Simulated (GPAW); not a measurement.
**free-standing triangular Os monolayer, spacing 2.74 A: cost and accuracy of the k mesh**

Aim: see how far moments and order energies of free-standing triangular Os monolayer, spacing 2.74 A move with the k mesh, and what each rung costs.

Program: GPAW 26.7.0. Level of theory: PBE; plane waves with GPAW's PAW setups, scalar-relativistic. Results are calculated unless marked as measured.

### Step 1. Starting point

The cell holds 1 atom: 1 Os. Cell: a = 2.740 Å, b = 2.740 Å, c = 14.000 Å, α = 90.0°, β = 90.0°, γ = 120.0°. model lattice. Vacuum lies along c.

### Step 2. Rung 1 (mesh 4×4×1), start ferro +

The ladder starts at a coarse mesh; cost grows with the number of points.

File order1.py:

```python
import json
import numpy as np
from ase import Atoms
from ase.parallel import paropen, parprint
from gpaw import GPAW

atoms = Atoms(['Os'],
    cell=[[2.74, 0.0, 0.0],
         [-1.37, 2.37291, 0.0],
         [0.0, 0.0, 14.0]],
    scaled_positions=[[0.0, 0.0, 0.5]],
    pbc=True,
    magmoms=[1.0])
atoms.calc = GPAW(mode={'name': 'pw', 'ecut': 550},
    xc='PBE',
    kpts={'size': (4, 4, 1), 'gamma': True},
    occupations={'name': 'fermi-dirac', 'width': 0.05},
    convergence={'density': 1e-05, 'energy': 1e-05},
    maxiter=200,
    symmetry={'tolerance': 1e-4},
    txt='order1.txt')
e = atoms.get_potential_energy(force_consistent=True)
res = {'free_energy': e, 'energy_sigma0': atoms.get_potential_energy(), 'fermi_energy': atoms.calc.get_fermi_level()}
res['moments'] = atoms.get_magnetic_moments().tolist()
res['total'] = atoms.get_magnetic_moment()
parprint('site moments (muB):', np.round(res['moments'], 3))
parprint(f"total moment: {res['total']:.3f} muB")
parprint(f'free energy: {e:.6f} eV')
atoms.calc.write('order1.gpw')
with paropen('results.json', 'w') as f:
    json.dump(res, f)
```

Launch:

```
$ OMP_NUM_THREADS=1 python3 order1.py > order1.log
```

Numbers of over 12 decimals in the logs are rounded to 6 here.

Output:

```text
site moments (muB): [0.622]
total moment: 0.748 muB
free energy: -8.687811 eV

--- order1.txt ---
Input parameters:
  mode=PW(ecut=550),
  convergence={'density': 1e-05, 'energy': 1e-05},
  kpts=MonkhorstPack(size=(4, 4, 1), gamma=True),
  maxiter=200,
  occupations=Occupations(name='fermi-dirac', width=0.05),
  symmetry=Symmetry(tolerance=0.0001),
  xc=XC(name='PBE')

Diagonalizing LCAO Hamiltonian
Converting LCAO to pw mode

       Os

Atoms  # Å, Bohr magnetons
|   | symbol |        x |        y |        z |    initial magnetic moments |
|---|--------|----------|----------|----------|-----------------------------|
| 0 |     Os | 0.000000 | 0.000000 | 7.000000 | ( 0.0000,  0.0000,  1.0000) |

Unit cell  # Å
| periodic |         x |        y |         z |   lengths |     angles |
|----------|-----------|----------|-----------|-----------|------------|
|      yes |  2.740000 | 0.000000 |  0.000000 |  2.740000 |  90.000000 |
|      yes | -1.370000 | 2.372910 |  0.000000 |  2.740000 |  90.000000 |
|      yes |  0.000000 | 0.000000 | 14.000000 | 14.000000 | 119.999996 |

Number of symmetries: 24

BZ-sampling:
  Number of BZ points: 16
  Number of IBZ points: 4

  Monkhorst-Pack size: [4, 4, 1]
  Monkhorst-Pack shift: [0.125, 0.125, 0.0]

Plane wave coefficients: 2692
Cutoff: 550.0 eV

Spin-components: 2 (collinear spins)
Bands:           12
Projectors:      6
Spin-degeneracy: 1
Datatype:        complex128

Parallelization:
  kpt:    1
  domain: 1
  band:   1

Density:
  Valence electrons: 14.0
  Components: 2
  Grid points: [15 15 80]
  Charge: 0.0  # |e|

Potential:
  Grid points: [15 15 80]

[... setups left out ...]
Reference energy: -468923.957039  # eV

eigensolver:
  PPCG
  Converge bands: occupied
  niter=2

density mixing:
  MSR1-Mixer
  Pratt-step length: 0.05
  Maximum mixing coefficient: 0.75
  Old densities: 10
  SVD Regularization: 0.005
  Good broyden scale: 1.0
  Trust region scale: 1.0
  Backstep threshold: 4.0
  History deletion threshold: 6.0
  Fourier metric: weight=20.0, sigma=0.015

occupation numbers:
  Fermi-Dirac:
    width: 0.0500  # eV

poisson solver:
  ecut: 4400.0  # eV

xc functional:
  name: PBE with 2 nearest neighbor stencil

convergence criteria:
- Maximum integral of absolute [dens]ity change: 1e-05 electrons / valence electron
- Maximum [total energy] change in last 3 cyles: 1e-05 eV / valence electron
- Maximum integral of absolute [eigenst]ate change: 4e-08 eV^2 / valence electron
maximum number of iterations: 200

SCF iterations
|iter     |      energy | eigst |  dens |  magmom |
|---------|-------------|-------|-------|---------|
|iter:   1|       0s |   -8.668516 | +0.36 |       |  +1.0009|
|iter:   2|       0s |   -8.666770 | -1.19 | -1.10 |  +0.9889|
|iter:   3|       0s |   -8.725549 | -1.42 | -1.12 |  +0.7986|
|iter:   4|       1s |   -8.679397 | -1.90 | -1.57 |  +0.7875|
|iter:   5|       1s |   -8.679935 | -2.77 | -1.95 |  +0.7544|
|iter:   6|       2s |   -8.679769 | -3.45 | -2.51 |  +0.7485|
|iter:   7|       2s |   -8.679856 | -4.32 | -2.94 |  +0.7491|
|iter:   8|       3s |   -8.679877c| -4.93 | -3.42 |  +0.7480|
|iter:   9|       3s |   -8.679881c| -5.81 | -4.20 |  +0.7481|
|iter:  10|       4s |   -8.679881c| -6.34 | -4.68 |  +0.7482|
|iter:  11|       4s |   -8.679881c| -7.15 | -5.17c|  +0.7481|
|iter:  12|       4s |   -8.679881c| -7.60c| -5.59c|  +0.7482|

Converged in 12 steps
Energy contributions relative to reference atoms: (reference = -468923.957039)

Energy contributions:
  Kinetic:         -16.324949
  Coulomb:          12.760057
  Zero:             -0.152354
  External:          0.000000
  Xc:               -4.954705
  Entropy:          -0.015860
  Spinorbit:         0.000000
  ----------------------------
  Free energy:      -8.687811
  Extrapolated:     -8.679881

dipole moment: (-4.885783, -8.462426, -0.000005)  # |e|*Ang

Total magnetic moment: (0.000000, 0.000000, 0.748151)

Local magnetic moments
|        x |        y |        z |
|----------|----------|----------|
| 0.000000 | 0.000000 | 0.622469 |  # Os   0

Fermi level: -2.295
Eigenvalues  # (at kpt = [0.000, 0.000, 0.000])
| band index |      eig [eV] | occ [0-1] |      eig [eV] | occ [0-1] |
|------------|---------------|-----------|---------------|-----------|
|          0 |       -48.000 |     1.000 |       -47.483 |     1.000 |
|          1 |       -47.654 |     1.000 |       -47.318 |     1.000 |
|          2 |       -47.654 |     1.000 |       -47.318 |     1.000 |
|          3 |        -9.408 |     1.000 |        -9.254 |     1.000 |
|          4 |        -4.801 |     1.000 |        -3.890 |     1.000 |
|          5 |        -4.212 |     1.000 |        -3.890 |     1.000 |
|          6 |        -4.211 |     1.000 |        -3.851 |     1.000 |
|          7 |        -1.461 |     0.000 |        -1.190 |     0.000 |
|          8 |        -1.300 |     0.000 |        -0.939 |     0.000 |
|          9 |        -1.300 |     0.000 |        -0.939 |     0.000 |
|         10 |         2.892 |     0.000 |         2.931 |     0.000 |
|         11 |         3.809 |     0.000 |         3.808 |     0.000 |

No gap
No difference between direct/indirect transitions
```

Wall time 8.4 s (1 MPI rank of Intel Xeon Platinum 8488C (Sapphire Rapids), shared host); peak memory 0.17 GiB.

Read from the output:

```yaml
magnetization: 0.7482 μB
final_state: ferromagnetic
largest_moment: 0.6225 μB
```

After 12 cycles the largest moment stands at 0.622 μB.

### Step 3. Rung 1 (mesh 4×2×1), start antiferro q=(0,1/2,0) +-

The second start gives the energy difference between the two end states, the quantity that is followed up the ladder. Its q is in fractions of the reciprocal vectors of the first run's cell.

order2.py is the script of step 2 with these lines changed:

```diff
@@ -6,12 +6,13 @@
 
-atoms = Atoms(['Os'],
+atoms = Atoms(['Os', 'Os'],
     cell=[[2.74, 0.0, 0.0],
-         [-1.37, 2.37291, 0.0],
+         [-2.74, 4.74582, 0.0],
          [0.0, 0.0, 14.0]],
-    scaled_positions=[[0.0, 0.0, 0.5]],
+    scaled_positions=[[0.0, 0.0, 0.5],
+         [0.0, 0.5, 0.5]],
     pbc=True,
-    magmoms=[1.0])
+    magmoms=[1.0, -1.0])
 atoms.calc = GPAW(mode={'name': 'pw', 'ecut': 550},
     xc='PBE',
-    kpts={'size': (4, 4, 1), 'gamma': True},
+    kpts={'size': (4, 2, 1), 'gamma': True},
     occupations={'name': 'fermi-dirac', 'width': 0.05},
@@ -20,3 +21,3 @@
     symmetry={'tolerance': 1e-4},
-    txt='order1.txt')
+    txt='order2.txt')
 e = atoms.get_potential_energy(force_consistent=True)
@@ -28,3 +29,3 @@
 parprint(f'free energy: {e:.6f} eV')
-atoms.calc.write('order1.gpw')
+atoms.calc.write('order2.gpw')
 with paropen('results.json', 'w') as f:
```

Launch:

```
$ OMP_NUM_THREADS=1 python3 order2.py > order2.log
```

Output:

```text
site moments (muB): [ 0.489 -0.489]
total moment: -0.000 muB
free energy: -17.231426 eV

--- order2.txt ---
Input parameters:
  mode=PW(ecut=550),
  convergence={'density': 1e-05, 'energy': 1e-05},
  kpts=MonkhorstPack(size=(4, 2, 1), gamma=True),
  maxiter=200,
  occupations=Occupations(name='fermi-dirac', width=0.05),
  symmetry=Symmetry(tolerance=0.0001),
  xc=XC(name='PBE')

Diagonalizing LCAO Hamiltonian
Converting LCAO to pw mode

         Os
          Os

Atoms  # Å, Bohr magnetons
|   | symbol |         x |        y |        z |    initial magnetic moments |
|---|--------|-----------|----------|----------|-----------------------------|
| 0 |     Os |  0.000000 | 0.000000 | 7.000000 | ( 0.0000,  0.0000,  1.0000) |
| 1 |     Os | -1.370000 | 2.372910 | 7.000000 | ( 0.0000,  0.0000, -1.0000) |

Number of symmetries: 4

BZ-sampling:
  Number of BZ points: 8
  Number of IBZ points: 6

  Monkhorst-Pack size: [4, 2, 1]
  Monkhorst-Pack shift: [0.125, 0.25, 0.0]

Plane wave coefficients: 5384
Cutoff: 550.0 eV

Spin-components: 2 (collinear spins)
Bands:           21
Projectors:      12
Spin-degeneracy: 1
Datatype:        complex128

Parallelization:
  kpt:    1
  domain: 1
  band:   1

Density:
  Valence electrons: 28.0
  Components: 2
  Grid points: [15 30 80]
  Charge: 0.0  # |e|

Potential:
  Grid points: [15 30 80]

[... setups left out ...]
Reference energy: -937847.914077  # eV

convergence criteria:
- Maximum integral of absolute [dens]ity change: 1e-05 electrons / valence electron
- Maximum [total energy] change in last 3 cyles: 1e-05 eV / valence electron
[...]
|iter:  12|      20s |  -17.199203c| -6.56 | -3.88 |  +0.0000|
|iter:  13|      21s |  -17.199171c| -6.66 | -3.95 |  -0.0000|
|iter:  14|      23s |  -17.199165c| -7.30 | -4.62 |  -0.0000|
|iter:  15|      24s |  -17.199165c| -7.84c| -5.33c|  -0.0000|

Converged in 15 steps
Energy contributions relative to reference atoms: (reference = -937847.914077)

Energy contributions:
  Kinetic:         -32.970939
  Coulomb:          25.790969
  Zero:             -0.300462
  External:          0.000000
  Xc:               -9.686471
  Entropy:          -0.064523
  Spinorbit:         0.000000
  ----------------------------
  Free energy:     -17.231426
  Extrapolated:    -17.199165

dipole moment: (-9.773892, -16.928883, -0.000008)  # |e|*Ang

Total magnetic moment: (0.000000, 0.000000, -0.000001)

Local magnetic moments
|        x |        y |         z |
|----------|----------|-----------|
| 0.000000 | 0.000000 |  0.488994 |  # Os   0
| 0.000000 | 0.000000 | -0.488995 |  # Os   1

Fermi level: -2.408
Eigenvalues  # (at kpt = [0.000, 0.000, 0.000])
| band index |      eig [eV] | occ [0-1] |      eig [eV] | occ [0-1] |
|------------|---------------|-----------|---------------|-----------|
|          0 |       -48.346 |     1.000 |       -48.346 |     1.000 |
|        ... |               |           |               |           |
|          5 |       -47.515 |     1.000 |       -47.515 |     1.000 |
|          6 |        -9.464 |     1.000 |        -9.464 |     1.000 |
|          7 |        -7.664 |     1.000 |        -7.664 |     1.000 |
|          8 |        -5.535 |     1.000 |        -5.535 |     1.000 |
[...]
|         17 |         0.013 |     0.000 |         0.013 |     0.000 |
|         18 |         0.512 |     0.000 |         0.512 |     0.000 |
|         19 |         2.936 |     0.000 |         2.936 |     0.000 |
|         20 |         3.826 |     0.000 |         3.826 |     0.000 |

No gap
No difference between direct/indirect transitions
```

Elapsed: 30 s, on 1 MPI rank; peak memory 0.24 GiB.

This step gave:

- magnetization: 0 μB
- final state: antiferromagnetic
- largest moment: 0.4890 μB

This start lies +72.1 meV a seeded atom from the first; its largest moment is 0.489 μB.

### Step 4. Rung 2 (mesh 6×6×1), start ferro +

order1.py is the script of step 2 with these lines changed:

```diff
@@ -15,3 +15,3 @@
     xc='PBE',
-    kpts={'size': (4, 4, 1), 'gamma': True},
+    kpts={'size': (6, 6, 1), 'gamma': True},
     occupations={'name': 'fermi-dirac', 'width': 0.05},
```

Launch:

```
$ OMP_NUM_THREADS=1 python3 order1.py > order1.log
```

Output:

```text
site moments (muB): [0.781]
total moment: 0.947 muB
free energy: -8.304698 eV

--- order1.txt ---
Input parameters:
  mode=PW(ecut=550),
  convergence={'density': 1e-05, 'energy': 1e-05},
  kpts=MonkhorstPack(size=(6, 6, 1), gamma=True),
  maxiter=200,
  occupations=Occupations(name='fermi-dirac', width=0.05),
  symmetry=Symmetry(tolerance=0.0001),
  xc=XC(name='PBE')

Diagonalizing LCAO Hamiltonian
[...]
|          3 |        -9.246 |     1.000 |        -9.095 |     1.000 |
|          4 |        -5.068 |     1.000 |        -3.908 |     1.000 |
[...]
|          8 |        -1.570 |     0.000 |        -0.915 |     0.000 |
|          9 |        -1.555 |     0.000 |        -0.915 |     0.000 |
|         10 |         2.856 |     0.000 |         2.905 |     0.000 |
|         11 |         3.783 |     0.000 |         3.791 |     0.000 |

No gap
No difference between direct/indirect transitions


[key lines of the parts left out:]
Free energy:      -8.304698
Converged in 14 steps
dipole moment: (-4.900908, -8.488623, -0.000005)  # |e|*Ang
Fermi level: -2.679
```

Elapsed: 10 s, on 1 MPI rank; peak memory 0.17 GiB.

Numbers from this step:

| Property | Result |
| --- | --- |
| magnetization | 0.9468 μB |
| final state | ferromagnetic |
| largest moment | 0.7810 μB |

The largest moment moves by +0.16 μB from rung 1, at 1.2 times its CPU time.

### Step 5. Rung 2 (mesh 6×3×1), start antiferro q=(0,1/2,0) +-

order2.py is the script of step 3 with these lines changed:

```diff
@@ -16,3 +16,3 @@
     xc='PBE',
-    kpts={'size': (4, 2, 1), 'gamma': True},
+    kpts={'size': (6, 3, 1), 'gamma': True},
     occupations={'name': 'fermi-dirac', 'width': 0.05},
```

Launch:

```
$ OMP_NUM_THREADS=1 python3 order2.py > order2.log
```

Output:

```text
site moments (muB): [ 0.912 -0.912]
total moment: -0.000 muB
free energy: -16.584097 eV

--- order2.txt ---
Input parameters:
  mode=PW(ecut=550),
  convergence={'density': 1e-05, 'energy': 1e-05},
  kpts=MonkhorstPack(size=(6, 3, 1), gamma=True),
  maxiter=200,
  occupations=Occupations(name='fermi-dirac', width=0.05),
  symmetry=Symmetry(tolerance=0.0001),
  xc=XC(name='PBE')

Diagonalizing LCAO Hamiltonian
[...]
|          6 |        -8.964 |     1.000 |        -8.964 |     1.000 |
|          7 |        -7.072 |     1.000 |        -7.072 |     1.000 |
[...]
|         17 |         0.421 |     0.000 |         0.421 |     0.000 |
|         18 |         1.055 |     0.000 |         1.055 |     0.000 |
|         19 |         2.848 |     0.000 |         2.848 |     0.000 |
|         20 |         3.759 |     0.000 |         3.759 |     0.000 |

No gap
No difference between direct/indirect transitions


[key lines of the parts left out:]
Free energy:     -16.584097
Converged in 14 steps
dipole moment: (-9.788912, -16.954891, -0.000008)  # |e|*Ang
Fermi level: -2.518
```

Run time: 37 s. Hardware: 1 MPI rank; peak memory 0.26 GiB.

This step gave:

```
magnetization  : 0 μB
final state    : antiferromagnetic
largest moment : 0.9122 μB
```

This start lies +12.6 meV a seeded atom from the first, a change of -59.4 meV since rung 1; its largest moment is 0.912 μB.

### Step 6. Rung 3 (mesh 8×8×1), start ferro +

order1.py is the script of step 4 with these lines changed:

```diff
@@ -15,3 +15,3 @@
     xc='PBE',
-    kpts={'size': (6, 6, 1), 'gamma': True},
+    kpts={'size': (8, 8, 1), 'gamma': True},
     occupations={'name': 'fermi-dirac', 'width': 0.05},
```

Launch:

```
$ OMP_NUM_THREADS=1 python3 order1.py > order1.log
```

Output:

```text
site moments (muB): [1.215]
total moment: 1.500 muB
free energy: -8.267535 eV

--- order1.txt ---
Input parameters:
  mode=PW(ecut=550),
  convergence={'density': 1e-05, 'energy': 1e-05},
  kpts=MonkhorstPack(size=(8, 8, 1), gamma=True),
  maxiter=200,
  occupations=Occupations(name='fermi-dirac', width=0.05),
  symmetry=Symmetry(tolerance=0.0001),
  xc=XC(name='PBE')

Diagonalizing LCAO Hamiltonian
[...]
|          3 |        -9.503 |     1.000 |        -9.033 |     1.000 |
|          4 |        -4.989 |     1.000 |        -3.618 |     1.000 |
[...]
|          8 |        -1.520 |     0.000 |        -0.574 |     0.000 |
|          9 |        -1.520 |     0.000 |        -0.574 |     0.000 |
|         10 |         2.846 |     0.000 |         2.916 |     0.000 |
|         11 |         3.756 |     0.000 |         3.798 |     0.000 |

No gap
No difference between direct/indirect transitions


[key lines of the parts left out:]
Free energy:      -8.267535
Converged in 15 steps
dipole moment: (-4.875392, -8.444428, -0.000005)  # |e|*Ang
Fermi level: -2.341
```

Elapsed: 12 s, on 1 MPI rank; peak memory 0.18 GiB.

Read from the output:

```yaml
magnetization: 1.500 μB
final_state: ferromagnetic
largest_moment: 1.215 μB
```

The largest moment moves by +0.43 μB from rung 2, at 1.2 times its CPU time.

### Step 7. Rung 3 (mesh 8×4×1), start antiferro q=(0,1/2,0) +-

order2.py is the script of step 5 with these lines changed:

```diff
@@ -16,3 +16,3 @@
     xc='PBE',
-    kpts={'size': (6, 3, 1), 'gamma': True},
+    kpts={'size': (8, 4, 1), 'gamma': True},
     occupations={'name': 'fermi-dirac', 'width': 0.05},
```

Launch:

```
$ OMP_NUM_THREADS=1 python3 order2.py > order2.log
```

Output:

```text
site moments (muB): [ 0.68 -0.68]
total moment: -0.000 muB
free energy: -16.389701 eV

--- order2.txt ---
Input parameters:
  mode=PW(ecut=550),
  convergence={'density': 1e-05, 'energy': 1e-05},
  kpts=MonkhorstPack(size=(8, 4, 1), gamma=True),
  maxiter=200,
  occupations=Occupations(name='fermi-dirac', width=0.05),
  symmetry=Symmetry(tolerance=0.0001),
  xc=XC(name='PBE')

Diagonalizing LCAO Hamiltonian
[...]
|          7 |        -7.644 |     1.000 |        -7.644 |     1.000 |
|          8 |        -5.611 |     1.000 |        -5.611 |     1.000 |
[...]
|         17 |        -0.029 |     0.000 |        -0.029 |     0.000 |
|         18 |         0.545 |     0.000 |         0.545 |     0.000 |
|         19 |         2.919 |     0.000 |         2.919 |     0.000 |
|         20 |         3.804 |     0.000 |         3.804 |     0.000 |

No gap
No difference between direct/indirect transitions


[key lines of the parts left out:]
Free energy:     -16.389701
Converged in 16 steps
dipole moment: (-9.752451, -16.891748, -0.000008)  # |e|*Ang
Fermi level: -2.467
```

It took 59 s on 1 MPI rank; peak memory 0.3 GiB.

Read from the output:

```
magnetization  : 0 μB
final state    : antiferromagnetic
largest moment : 0.6802 μB
```

This start lies +72.7 meV a seeded atom from the first, a change of +60.0 meV since rung 2; its largest moment is 0.680 μB.

### Step 8. Rung 4 (mesh 10×10×1), start ferro +

order1.py is the script of step 6 with these lines changed:

```diff
@@ -15,3 +15,3 @@
     xc='PBE',
-    kpts={'size': (8, 8, 1), 'gamma': True},
+    kpts={'size': (10, 10, 1), 'gamma': True},
     occupations={'name': 'fermi-dirac', 'width': 0.05},
```

Launch:

```
$ OMP_NUM_THREADS=1 python3 order1.py > order1.log
```

Output:

```text
site moments (muB): [0.752]
total moment: 0.926 muB
free energy: -8.392254 eV

--- order1.txt ---
Input parameters:
  mode=PW(ecut=550),
  convergence={'density': 1e-05, 'energy': 1e-05},
  kpts=MonkhorstPack(size=(10, 10, 1), gamma=True),
  maxiter=200,
  occupations=Occupations(name='fermi-dirac', width=0.05),
  symmetry=Symmetry(tolerance=0.0001),
  xc=XC(name='PBE')

Diagonalizing LCAO Hamiltonian
[...]
|          3 |        -9.375 |     1.000 |        -9.244 |     1.000 |
|          4 |        -4.908 |     1.000 |        -3.853 |     1.000 |
[...]
|          8 |        -1.421 |     0.000 |        -0.791 |     0.000 |
|          9 |        -1.421 |     0.000 |        -0.791 |     0.000 |
|         10 |         2.852 |     0.000 |         2.933 |     0.000 |
|         11 |         3.763 |     0.000 |         3.811 |     0.000 |

No gap
No difference between direct/indirect transitions


[key lines of the parts left out:]
Free energy:      -8.392254
Converged in 13 steps
dipole moment: (-4.878860, -8.450435, -0.000005)  # |e|*Ang
Fermi level: -2.400
```

Elapsed: 13 s, on 1 MPI rank; peak memory 0.19 GiB.

Numbers from this step:

```
magnetization  : 0.9264 μB
final state    : ferromagnetic
largest moment : 0.7516 μB
```

The largest moment moves by -0.46 μB from rung 3, at 1.1 times its CPU time.

(Part 1 of 2 ends here.)

[Logs and program files are shortened in this print: banners, set-up blocks, solver, clock and traceback lines can be left out without a mark of their own.]

[Logs are printed without paths, hosts, clocks, repeated set-up lines and the standing remarks that a program may print on its own settings, such as how far it seeks lower states.]

[Hosts, paths, dates, database ids (printed as entryN), source tags and the programs' standing remarks are cut or masked in the printed files.]

[Where a cell is said to come from a database of computed structures, the database is the Materials Project.]
